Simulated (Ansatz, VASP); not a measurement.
# Al: VASP beside Ansatz

```
Al
1.0
     0.00000    1.99923    1.99923
     1.99923    0.00000    1.99923
     1.99923    1.99923    0.00000
Al
1
Direct
  0.00000 0.00000 0.00000
```

Alike in both runs: functional PBE; k mesh 17 × 17 × 17; occupations fermi-dirac, width 0.05 eV; no spin polarisation.

Ansatz relaxed the structure, and its values are those at the end. VASP's run is a single point on that final structure, the one shown.

|  | VASP | Ansatz |
| --- | --- | --- |
| version | VASP 6.6.1 | Ansatz 0.2.0 |
| potentials or method | VASP PAW PBE potentials, release 64 (Al), cutoff 520 eV | all-electron LAPW, scalar-relativistic |

|  | VASP | Ansatz | Ansatz less VASP |
| --- | --- | --- | --- |
| pressure (GPa) | 2.6 | 2.6 | +0.03 |

Ansatz ran all-electron here, so the differences hold the error of VASP's frozen core and of both bases.
